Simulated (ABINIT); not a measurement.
# FeO (Wuestite) (R-3m) in ABINIT: equation of state

How stiff is FeO (Wuestite) in PBEsol, and what volume does it want? The cell is scaled to several volumes.

Program: ABINIT 10.8.3 (patched build). These are calculated values, not measurements. Logs are shortened: lines on timing, memory, paths and dates and some standing lists are left out, and cuts for length are marked. The log counts tension as positive stress, the text compression.

## (1) The structure

The structure is trigonal, space group R-3m (No. 166). The conventional cell has a = 3.038 Å, b = 3.038 Å, c = 7.559 Å, α = 90.00°, β = 90.00°, γ = 120.00°. Fe (site symmetry -3m) is surrounded by 6 O at 2.16 Å. Around O (site symmetry -3m) lie 6 Fe at 2.16 Å.

## (2) Equation of state, PBEsol, collinear spin, ferromagnetic start

run.abi reads:

```
# Datasets: one volume each
ndtset 7
scalecart1 3*0.9795861087
scalecart2 3*0.9864848297
scalecart3 3*0.9932883884
scalecart4 3*1.0000000000
scalecart5 3*1.0066227096
scalecart6 3*1.0131594038
scalecart7 3*1.0196128224

# Pseudopotentials
pp_dirpath "./"
pseudos "Fe.GGA_PBE-JTH.xml, O.GGA_PBE-JTH.xml"

# Structure
acell 3.0698575869 3.0698575869 3.0698575869 Angstrom
rprim
     0.4947528865     0.2856457122     0.8207472866
    -0.4947528865     0.2856457122     0.8207472866
     0.0000000000    -0.5712914244     0.8207472866
ntypat 2
znucl 26 8
natom 2
typat 1 2
xred
     0.0000000000     0.0000000000     0.0000000000
     0.5000000000     0.5000000000     0.5000000000

# Plane-wave basis
ecut 26.0
pawecutdg 48.0
pawxcdev 0

# k points
kptopt 1
ngkpt 11 11 11
nshiftk 1
shiftk 0.0 0.0 0.0

# Exchange and correlation
ixc -116133

# Bands and occupations
nband 16
occopt 3
tsmear 0.00183747

# Spin
nsppol 2
spinat
     0.0000000000     0.0000000000     3.0000000000
     0.0000000000     0.0000000000     0.0000000000

# SCF cycle
nstep 100
tolvrs 1.0e-9

# Output
iomode 3
prtwf 0
prtden 0
prteig 0
prtebands 0
enunit 1
```

Potentials or basis: JTH PAW PBE v2.0.

Command:

```bash
$ mpirun --bind-to none -np 4 abinit run.abi > log 2>&1
```

run.abo:

```text
.Version 10.8.3 of ABINIT
 DATASET    1 : space group R-3 m (#166); Bravais hR (rhombohedral)
================================================================================
 Values of the parameters that define the memory need for DATASET  1.
     intxc =       0    ionmov =       0      iscf =      17    lmnmax =      18
     lnmax =       6     mgfft =      30  mpssoang =       3    mqgrid =    3001
     natom =       2  nloc_mem =       2    nspden =       2   nspinor =       1
    nsppol =       2      nsym =      12    n1xccc =       1    ntypat =       2
    occopt =       3   xclevel =       2
       mpw =         828          nfft =       27000          nkpt =         146
Pmy_natom=         1
 PAW method is used; the additional fine FFT grid is defined by:
   mgfftf=        36    nfftf =     46656
================================================================================
================================================================================
[... 77 lines left out ...]
================================================================================
 Values of the parameters that define the memory need for DATASET  7.
     intxc =       0    ionmov =       0      iscf =      17    lmnmax =      18
     lnmax =       6     mgfft =      30  mpssoang =       3    mqgrid =    3001
     natom =       2  nloc_mem =       2    nspden =       2   nspinor =       1
    nsppol =       2      nsym =      12    n1xccc =       1    ntypat =       2
    occopt =       3   xclevel =       2
       mpw =         925          nfft =       27000          nkpt =         146
Pmy_natom=         1
 PAW method is used; the additional fine FFT grid is defined by:
   mgfftf=        40    nfftf =     64000
================================================================================
================================================================================

--------------------------------------------------------------------------------
------------- Echo of variables that govern the present computation ------------
--------------------------------------------------------------------------------
 -outvars: echo values of preprocessed input variables --------
            acell      5.8011900848E+00  5.8011900848E+00  5.8011900848E+00 Bohr
              amu      5.58470000E+01  1.59994000E+01
             ecut      2.60000000E+01 Hartree
           enunit           1
                       outvar_i_n : Printing only first  50 k-points.
              ixc     -116133
           jdtset        1    2    3    4    5    6    7
                       outvar_i_n : Printing only first  50 k-points.
         kptrlatt       11    0    0      0   11    0      0    0   11
          kptrlen1     6.18544189E+01
          kptrlen2     6.22900278E+01
          kptrlen3     6.27196277E+01
          kptrlen4     6.31434219E+01
          kptrlen5     6.35616024E+01
          kptrlen6     6.39743517E+01
          kptrlen7     6.43818426E+01
            natom           2
            nband          16
           ndtset           7
            ngfft          30      30      30
          ngfftdg1         36      36      36
          ngfftdg2         36      36      36
          ngfftdg3         36      36      36
          ngfftdg4         40      40      40
          ngfftdg5         40      40      40
          ngfftdg6         40      40      40
          ngfftdg7         40      40      40
             nkpt         146
           nspden           2
           nsppol           2
            nstep         100
             nsym          12
           ntypat           2
                       prtocc : prtvol=0, do not print more k-points.
                       1.000000  1.000000  1.000000  1.000000  1.000000  1.000000
                       1.000000  1.000000  1.000000  1.000000  1.000000  0.000000
                       0.000000  0.000000  0.000000  0.000000
                       1.000000  1.000000  1.000000  1.000000  1.000000  1.000000
                       1.000000  1.000000  1.000000  1.000000  1.000000  0.000000
                       0.000000  0.000000  0.000000  0.000000
                       1.000000  1.000000  1.000000  1.000000  1.000000  1.000000
                       1.000000  1.000000  1.000000  1.000000  1.000000  0.000000
                       0.000000  0.000000  0.000000  0.000000
                       1.000000  1.000000  1.000000  1.000000  1.000000  1.000000
                       1.000000  1.000000  1.000000  1.000000  1.000000  0.000000
[... 166 lines left out ...]
                      -5.0445638699E-01  2.9124803082E-01  8.3684445737E-01
                       0.0000000000E+00 -5.8249606165E-01  8.3684445737E-01
          spgroup         166
           spinat      0.0000000000E+00  0.0000000000E+00  3.0000000000E+00
                       0.0000000000E+00  0.0000000000E+00  0.0000000000E+00
           tolvrs      1.00000000E-09
           tsmear      1.83747000E-03 Hartree
            typat      1  2
           useylm           1
                       outvars : Printing only first  50 k-points.
           xangst1     0.0000000000E+00  0.0000000000E+00  0.0000000000E+00
                       0.0000000000E+00  0.0000000000E+00  3.7022143618E+00
           xangst2     0.0000000000E+00  0.0000000000E+00  0.0000000000E+00
                       4.8843080472E-17  4.2924353938E-17  3.7282871529E+00
           xangst3     0.0000000000E+00  0.0000000000E+00  0.0000000000E+00
                       0.0000000000E+00  0.0000000000E+00  3.7540002908E+00
           xangst4     0.0000000000E+00  0.0000000000E+00  0.0000000000E+00
                       5.1122048947E-17  4.0292827813E-17  3.7793659270E+00
           xangst5     0.0000000000E+00  0.0000000000E+00  0.0000000000E+00
                       3.2631077293E-17 -1.9501663121E-17  3.8043955701E+00
           xangst6     0.0000000000E+00  0.0000000000E+00  0.0000000000E+00
                      -5.3341027010E-17 -3.7730572650E-17  3.8291001294E+00
           xangst7     0.0000000000E+00  0.0000000000E+00  0.0000000000E+00
                       5.4429221773E-17  3.6474033571E-17  3.8534899598E+00
            xcart1     0.0000000000E+00  0.0000000000E+00  0.0000000000E+00
                       0.0000000000E+00  0.0000000000E+00  6.9961712033E+00
            xcart2     0.0000000000E+00  0.0000000000E+00  0.0000000000E+00
                       9.2300045237E-17  8.1115273075E-17  7.0454416377E+00
            xcart3     0.0000000000E+00  0.0000000000E+00  0.0000000000E+00
                       0.0000000000E+00  0.0000000000E+00  7.0940324263E+00
            xcart4     0.0000000000E+00  0.0000000000E+00  0.0000000000E+00
                       9.6606671505E-17  7.6142409405E-17  7.1419665317E+00
            xcart5     0.0000000000E+00  0.0000000000E+00  0.0000000000E+00
                       6.1663799276E-17 -3.6852802299E-17  7.1892657020E+00
            xcart6     0.0000000000E+00  0.0000000000E+00  0.0000000000E+00
                      -1.0079993232E-16 -7.1300448881E-17  7.2359505532E+00
            xcart7     0.0000000000E+00  0.0000000000E+00  0.0000000000E+00
                       1.0285632240E-16  6.8925934156E-17  7.2820406529E+00
             xred      0.0000000000E+00  0.0000000000E+00  0.0000000000E+00
                       5.0000000000E-01  5.0000000000E-01  5.0000000000E-01
            znucl       26.00000    8.00000

================================================================================

 chkinp: Checking input parameters for consistency, jdtset=   1.

 chkinp: Checking input parameters for consistency, jdtset=   2.
[... 42 lines left out ...]
 getcut: wavevector=  0.0000  0.0000  0.0000  ngfft=  36  36  36
         ecut(hartree)=     48.000   => boxcut(ratio)=   2.03144

--- Pseudopotential description ------------------------------------------------
- pspini: atom type   1  psp file is ./Fe.GGA_PBE-JTH.xml
 Pseudopotential format is: paw10
 basis_size (lnmax)=  6 (lmn_size= 18), orbitals=   0   0   1   1   2   2
 Spheres core radius: rc_sph= 2.11531574
 Shapefunction is SIN type: shapef(r)=[sin(pi*r/rshp)/(pi*r/rshp)]**2
 Radius for shape functions =  1.80687083
 Compensation charge density is not taken into account in XC energy/potential

- pspini: atom type   2  psp file is ./O.GGA_PBE-JTH.xml
 Pseudopotential format is: paw10
 basis_size (lnmax)=  4 (lmn_size=  8), orbitals=   0   0   1   1
 Spheres core radius: rc_sph= 1.41465230
 Shapefunction is SIN type: shapef(r)=[sin(pi*r/rshp)/(pi*r/rshp)]**2
 Radius for shape functions =  1.20231231
 Compensation charge density is not taken into account in XC energy/potential

   7.84782077E+02                                ecore*ucvol(ha*bohr**3)
--------------------------------------------------------------------------------

================================================================================

--- !BeginCycle
iteration_state: {dtset: 1, }
solver: {iscf: 17, nstep: 100, nline: 4, wfoptalg: 10, }
tolerances: {tolvrs: 1.00E-09, }
...
[... 1378 lines left out ...]
-Cartesian components of stress tensor (GPa)         [Pressure= -1.8248E+01 GPa]
- sigma(1 1)=  1.78876956E+01  sigma(3 2)=  0.00000000E+00
- sigma(2 2)=  1.78876956E+01  sigma(3 1)=  0.00000000E+00
- sigma(3 3)=  1.89683538E+01  sigma(2 1)=  0.00000000E+00

== END DATASET(S) ==============================================================
================================================================================

 -outvars: echo values of variables after computation  --------
            acell      5.8011900848E+00  5.8011900848E+00  5.8011900848E+00 Bohr
           etotal1    -1.4043946832E+02
           etotal2    -1.4043948898E+02
           etotal3    -1.4043912283E+02
           etotal4    -1.4043841642E+02
           etotal5    -1.4043740133E+02
           etotal6    -1.4043611298E+02
           etotal7    -1.4043458047E+02
            fcart1    -0.0000000000E+00 -0.0000000000E+00 -0.0000000000E+00
                      -0.0000000000E+00 -0.0000000000E+00 -0.0000000000E+00
            fcart2    -0.0000000000E+00 -0.0000000000E+00 -0.0000000000E+00
                      -0.0000000000E+00 -0.0000000000E+00 -0.0000000000E+00
            fcart3    -0.0000000000E+00 -0.0000000000E+00 -0.0000000000E+00
                      -0.0000000000E+00 -0.0000000000E+00 -0.0000000000E+00
            fcart4    -0.0000000000E+00 -0.0000000000E+00 -0.0000000000E+00
                      -0.0000000000E+00 -0.0000000000E+00 -0.0000000000E+00
            fcart5    -0.0000000000E+00 -0.0000000000E+00 -0.0000000000E+00
                      -0.0000000000E+00 -0.0000000000E+00 -0.0000000000E+00
[... 38 lines left out ...]
                       0.0000000000E+00  0.0000000000E+00  0.0000000000E+00
           xangst1     0.0000000000E+00  0.0000000000E+00  0.0000000000E+00
                       0.0000000000E+00  0.0000000000E+00  3.7022143618E+00
           xangst2     0.0000000000E+00  0.0000000000E+00  0.0000000000E+00
                       4.8843080472E-17  4.2924353938E-17  3.7282871529E+00
           xangst3     0.0000000000E+00  0.0000000000E+00  0.0000000000E+00
                       0.0000000000E+00  0.0000000000E+00  3.7540002908E+00
           xangst4     0.0000000000E+00  0.0000000000E+00  0.0000000000E+00
                       5.1122048947E-17  4.0292827813E-17  3.7793659270E+00
           xangst5     0.0000000000E+00  0.0000000000E+00  0.0000000000E+00
                       3.2631077293E-17 -1.9501663121E-17  3.8043955701E+00
           xangst6     0.0000000000E+00  0.0000000000E+00  0.0000000000E+00
                      -5.3341027010E-17 -3.7730572650E-17  3.8291001294E+00
           xangst7     0.0000000000E+00  0.0000000000E+00  0.0000000000E+00
                       5.4429221773E-17  3.6474033571E-17  3.8534899598E+00
             xred      0.0000000000E+00  0.0000000000E+00  0.0000000000E+00
                       5.0000000000E-01  5.0000000000E-01  5.0000000000E-01
 Calculation completed.
```

Wall time 7.8 min (4 MPI ranks of Arm Neoverse V2, shared host); peak memory 0.76 GiB.

Results:

| Quantity | Value |
| --- | --- |
| Equilibrium volume | 9.57 Å³/atom |
| Bulk modulus at fixed shape and positions | 208 GPa |
| Pressure derivative of the bulk modulus | 4.4 |

Energy against volume, from the lowest point:
```csv
volume (Å³/atom),energy (meV/atom)
9.463,0.28
9.664,0.00
9.866,4.98
10.067,14.59
10.268,28.40
10.470,45.93
10.671,66.78
```

Caveat: pressures at fixed basis lie under the slope of the energies; the cell was scaled at fixed shape and fractional positions, which overstates the stiffness of a crystal with free parameters, most of all of layers and chains; the PAW data sets were made with another functional, which shifts forces and pressure a little.

## (3) How close it comes

Step 2. The cell as given is a measured one (10.07 Å³/atom); PBEsol puts the equilibrium volume -4.9 % from it, thermal expansion not counted.
